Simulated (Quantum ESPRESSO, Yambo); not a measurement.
# A GW chain in Yambo: AlN (F-43m), part 2 of 3

How does a plane-wave GW calculation on AlN (F-43m) run from the first input to the gap?

Quantum ESPRESSO 7.5 and Yambo 5.3.0; PBE and many-body steps on it, plane waves. Known limits of the many-body steps: not at the basis limit; coarse k mesh.

So far. Step 2 (Ground state): The gap is indirect, with the least direct gap 0.87 eV higher. Step 3 (Bands along the symmetry lines): The gap is 3.325 eV, as in the run before at this level.

### 4. Empty states on the mesh, 4×4×4 mesh, 51 bands

Level of this step: DFT, PBE, plane waves, norm-conserving pseudopotentials (Quantum ESPRESSO).

The sums over transitions need many empty states on a uniform mesh; this step solves for them.

pw.in

```
&control
  calculation = 'nscf'
  prefix = 'x'
  outdir = 'o'
  pseudo_dir = 'pseudo'
/
&system
  ibrav = 0
  nat = 2
  ntyp = 2
  ecutwfc = 72.0
  nbnd = 51
  force_symmorphic = .true.
/
&electrons
  conv_thr = 1e-9
  electron_maxstep = 80
  diago_full_acc = .true.
  diago_thr_init = 5e-6
/
ATOMIC_SPECIES
  Al 26.982 Al.upf
  N 14.007 N.upf
CELL_PARAMETERS angstrom
  -0.0000000000 2.1839935596 2.1839935596
  2.1839935596 -0.0000000000 2.1839935596
  2.1839935596 2.1839935596 -0.0000000000
ATOMIC_POSITIONS crystal
  Al 0.0000000000 0.0000000000 0.0000000000
  N 0.7500000000 0.7500000000 0.7500000000
K_POINTS automatic
  4 4 4 0 0 0
```

Started as:

```console
OMP_NUM_THREADS=1 mpirun -n 8 pw.x -nk 4 -in pw.in > pw.out
```

The program printed:

```text
[banner, memory and clock lines left out]
Program PWSCF v.7.5 starts

     Atomic positions and unit cell read from directory:
     o/x.save/

     Message from routine setup:
     using ibrav=0 with symmetry is DISCOURAGED, use correct ibrav instead

     bravais-lattice index     =            0
     lattice parameter (alat)  =       5.8367  a.u.
     unit-cell volume          =     140.5985 (a.u.)^3
     number of atoms/cell      =            2
     number of atomic types    =            2
     number of electrons       =         8.00
     number of Kohn-Sham states=           51
     kinetic-energy cutoff     =      72.0000  Ry
     charge density cutoff     =     288.0000  Ry
     Exchange-correlation= PBE
                           (   1   4   3   4   0   0   0)

     celldm(1)=   5.836671  celldm(2)=   0.000000  celldm(3)=   0.000000
     celldm(4)=   0.000000  celldm(5)=   0.000000  celldm(6)=   0.000000

     crystal axes: (cart. coord. in units of alat)
               a(1) = (  -0.000000   0.707107   0.707107 )
               a(2) = (   0.707107  -0.000000   0.707107 )
               a(3) = (   0.707107   0.707107  -0.000000 )

     reciprocal axes: (cart. coord. in units 2 pi/alat)
               b(1) = ( -0.707107  0.707107  0.707107 )
               b(2) = (  0.707107 -0.707107  0.707107 )
               b(3) = (  0.707107  0.707107 -0.707107 )
     Pseudo is Norm-conserving + core correction, Zval =  3.0
     Generated using ONCVPSP code by D. R. Hamann
     Using radial grid of 1876 points,  6 beta functions with:
     Pseudo is Norm-conserving + core correction, Zval =  5.0
     Generated using ONCVPSP code by D. R. Hamann
     Using radial grid of 1058 points,  4 beta functions with:
     Al                3.00    26.98200     Al( 1.00)
     N                 5.00    14.00700     N ( 1.00)

     24 Sym. Ops. (no inversion) found

   Cartesian axes

     site n.     atom                  positions (alat units)
         1        Al     tau(   1) = (   0.0000000   0.0000000   0.0000000  )
         2        N      tau(   2) = (   1.0606602   1.0606602   1.0606602  )

     number of k points=     8
                       cart. coord. in units 2pi/alat
        k(    1) = (   0.0000000   0.0000000   0.0000000), wk =   0.0312500
        k(    2) = (   0.1767767   0.1767767  -0.1767767), wk =   0.2500000
        k(    3) = (  -0.3535534  -0.3535534   0.3535534), wk =   0.1250000
[...]
k(    7) = (  -0.7071068   0.0000000   0.0000000), wk =   0.0937500
        k(    8) = (  -0.7071068   0.3535534   0.0000000), wk =   0.1875000

     Dense  grid:    11575 G-vectors     FFT dimensions: (  32,  32,  32)

     The potential is recalculated from file :
     o/x.save/charge-density

     Starting wfcs are    8 randomized atomic wfcs +   43 random wfcs

     Band Structure Calculation

     End of band structure calculation

          k = 0.0000 0.0000 0.0000 (  1459 PWs)   bands (ev):

    -8.0106   6.9565   6.9565   6.9565  11.1486  19.5460  19.5460  19.5460
    24.7019  24.7019  26.0437  26.0437  26.0437  28.1059  33.0105  41.4952
    41.4952  41.4952  51.7409  51.7409  51.7409  53.4070  53.4070  57.3821
[...]
84.5552  84.5552  87.5365

          k = 0.1768 0.1768-0.1768 (  1447 PWs)   bands (ev):

[...]
91.8324  91.8324  92.3060

          k =-0.3536-0.3536 0.3536 (  1458 PWs)   bands (ev):

[...]
66.7775  71.3619  72.8126  74.8721  74.8721  77.2795  77.2795  78.2690
    82.0128  85.8657  85.8657  88.7863  88.7863  91.6992  91.6992  92.8200
    93.8518  93.8518  94.5716

          k = 0.3536 0.0000 0.0000 (  1475 PWs)   bands (ev):

     [... further k-points ...]

     highest occupied, lowest unoccupied level (ev):     6.9565   10.2814

     XML data file, pseudopotentials, collected wavefunctions
```

Wall time 1.2 s (8 MPI ranks of Arm Neoverse V2, shared host); peak memory 0.05 GiB.

Numbers from this step:

```
gap                                                           : 3.325 eV
k of the valence top                                          : 0, 0, 0
k of the conduction bottom                                    : 0, -0.5, -0.5
least direct gap                                              : 4.192 eV
k points computed                                             : 8
lowest point of the top converged band, above the valence top : 80.5799 eV
```

On this mesh the gap is 3.325 eV.

### 5. Conversion and set-up

This step: Yambo 5.3.0; conversion and set-up on PBE, plane waves, norm-conserving pseudopotentials.

The states are converted to the many-body program's format and the q mesh is built.

Started as:

```console
(cd o/x.save; p2y > p2y.log; mv SAVE ../..); yambo > setup.log
```

The program printed:

```text
 Yambo, version 5.3.0

 [02] CORE Variables Setup
 =========================

  [02.01] Unit cells
  ==================

  Cell kind             :  FCC
  Atoms in the cell     :  Al  N
  number of Al atoms    :  1
  number of N  atoms    :  1

  List of atomic masses
  Mass of Al    :  26.98200
  Mass of N     :  14.00700

  List of atomic coordinates    : [cc]
  Al1       :  0.000000  0.000000  0.000000  order 1
  N1       :  6.190725  6.190725  6.190725  order 2

  Alat factors          :  4.127150  4.127150  4.127150 [a.u.]
  Direct lattice volume :  140.5985 [a.u.]
  Direct lattice vectors:  A[ 1 ]  A[ 2 ]  A[ 3 ]
   A[ 1 ]: -0.000000  1.000000  1.000000  [iru]
  -0.000000  4.127150  4.127150  [cc]
   A[ 2 ]:  1.000000 -0.000000  1.000000  [iru]
   4.127150 -0.000000  4.127150  [cc]
   A[ 3 ]:  1.000000  1.000000 -0.000000  [iru]
   4.127150  4.127150 -0.000000  [cc]

  Recip. lattice volume :  1.764245 [a.u.]
  Recip. lattice vectors:  B[ 1 ]  B[ 2 ]  B[ 3 ]
   B[ 1 ]: -0.500000  0.500000  0.500000  [iku]
  -0.761202  0.761202  0.761202  [cc]
   B[ 2 ]:  0.500000 -0.500000  0.500000  [iku]
   0.761202 -0.761202  0.761202  [cc]
   B[ 3 ]:  0.500000  0.500000 -0.500000  [iku]
   0.761202  0.761202 -0.761202  [cc]

  [02.02] Symmetries
  ==================

  Inversion symmetry    : yes
  Spatial inversion     : no
  Inversion index       :  25
  K-space Time-reversal : yes
  Magnetic symmetries   : no
  Time-reversal derived K-space symmetries:   25   48
  Group table correct   : yes
  Symmetries units      :  [cc]

   [S  1]:   1.0000     -0.16624E-17 -0.16624E-17 -0.16624E-17   1.0000      0.16624E-17  0.16624E-17  0.16624E-17   1.0000
   [S  2]:  -1.0000      0.16624E-17 -0.16624E-17  0.16624E-17  -1.0000      0.16624E-17 -0.16624E-17 -0.16624E-17   1.0000
   [S  3]:  -1.0000     -0.16624E-17  0.16624E-17  0.16624E-17   1.0000     -0.16624E-17 -0.16624E-17  0.16624E-17  -1.0000
[...]
[S  9]: -0.16624E-17   1.0000     -0.16624E-17  0.16624E-17 -0.16624E-17   1.0000       1.0000      0.16624E-17  0.16624E-17
   [S 10]: -0.16624E-17  -1.0000      0.16624E-17  0.16624E-17  0.16624E-17  -1.0000       1.0000     -0.16624E-17 -0.16624E-17
     [... 36 further rows ...]
   [S*47]:   1.0000     -0.16624E-17  0.16624E-17 -0.16624E-17  0.16624E-17  -1.0000      0.16624E-17   1.0000     -0.16624E-17
   [S*48]:   1.0000      0.16624E-17 -0.16624E-17 -0.16624E-17 -0.16624E-17   1.0000      0.16624E-17  -1.0000      0.16624E-17

  [02.03] Reciprocal space
  ========================

  nG shells         :  167
  nG charge         :  11575
  nG WFs            :  1905
  nC WFs            :  1475
  G-vecs. in first 16 shells:  [ Number ]
     1    9   15   27   51   59   65   89  113
   137  169  181  229  259  283  307
  ...
  Shell energy in first 16 shells:  [ mHa ]
[...]
K lattice UC volume  :  0.027566 [a.u.]

  IBZ K-points                                      :   8
  BZ  K-points                                      :   64

  K/Q-points units:
  rlu = crystal or reduced units; cc = cartesian coordinates; iku = interal k-units

  K [1]          [rlu]:  0.000000  0.000000  0.000000
         WF components:  1459
  K [2]          [rlu]: -0.52978E-17 -0.52978E-17  0.25000
         WF components:  1447
  K [3]          [rlu]:  0.10596E-16  0.10596E-16 -0.50000
         WF components:  1458
  K [4]          [rlu]:  0.17136E-17  0.25000      0.25000
         WF components:  1475
  K [5]          [rlu]:  0.71862E-17  0.25000     -0.50000
         WF components:  1461
  [... 2 further k-points ...]
  K [8]          [rlu]:  0.250000 -0.500000 -0.250000
         WF components:  1448

  [02.05] Energies & Occupations
  ==============================

  [X] === General ===
  [X] Electronic Temperature                        :  0.000000  0.000000 [eV K]
  [X] Bosonic    Temperature                        :  0.000000  0.000000 [eV K]
  [X] Finite Temperature mode                       : no
  [X] El. density                                   :  0.38398E+24 [cm-3]
  [X] Fermi Level                                   :  6.956541 [eV]

  [X] === Gaps and Widths ===
  [X] Conduction Band Min                           :  3.324859 [eV]
  [X] Valence Band Max                              :  0.000000 [eV]
  [X] Filled Bands                                  :   4
  [X] Empty Bands                                   :    5   51
  [X] Direct Gap                                    :  4.192097 [eV]
  [X] Direct Gap localized at k                     :  1
  [X] Indirect Gap                                  :  3.324859 [eV]
  [X] Indirect Gap between kpts                     :   1   7
  [X] Last valence band width                       :  2.697200 [eV]
  [X] 1st conduction band width                     :  4.489928 [eV]

  E @ K [1]:  [eV]
   -14.9671    -0.826624E-8 -0.156343E-8   0.00000      4.19210      12.5894      12.5894      12.5894
  occ @ K [1]
   2.000000  2.000000  2.000000  2.000000  0.000000  0.000000  0.000000  0.000000
  E @ K [2]:  [eV]
  -14.11652  -3.25771  -0.25553  -0.25553   6.45187  10.97736  12.34939  12.34939
  occ @ K [2]
[...]
E @ K [3]:  [eV]
[...]
occ @ K [3]
[...]
E @ K [4]:  [eV]
[...]
occ @ K [4]
[...]
E @ K [5]:  [eV]
[...]
occ @ K [5]
[...]
[... 2 further k-points ...]
  E @ K [8]:  [eV]
  -12.22523  -3.77424  -3.43625  -2.69720   6.04839  11.44788  11.98020  12.16006
  occ @ K [8]
   2.000000  2.000000  2.000000  2.000000  0.000000  0.000000  0.000000  0.000000

 [03] Transferred momenta grid and indexing
 ==========================================

 IBZ Q-points                                      :   8
 BZ  Q-points                                      :   64

 K/Q-points units:
 rlu = crystal or reduced units; cc = cartesian coordinates; iku = interal k-units

 Q [1]          [rlu]:  0.000000  0.000000  0.000000
 Q [2]          [rlu]: -0.52978E-17 -0.52978E-17  0.25000
 Q [3]          [rlu]:  0.10596E-16  0.10596E-16 -0.50000
[...]
Q [7]          [rlu]: -0.39890E-16 -0.50000     -0.50000
 Q [8]          [rlu]:  0.250000 -0.500000 -0.250000

  [03.01] X indexes
  =================

   [03.01.01] Sigma indexes
   ========================

 [06] Game Over & Game summary
```

It took 1.9 s on 1 MPI rank; peak memory 0.23 GiB.

[end of part 2 of 3]

[Paths, hosts, dates, memory and timing lines, banners, echoed tables and standing remarks are left out of the program output.]

[Logs are printed without paths, hosts, clocks, repeated set-up lines and the standing remarks that a program may print on its own settings, such as how far it seeks lower states.]

[Runs of the session that timed out or met a known fault of the program may be left out.]

[Hosts, paths, dates, database ids (printed as entryN), source tags and the programs' standing remarks are cut or masked in the printed files.]
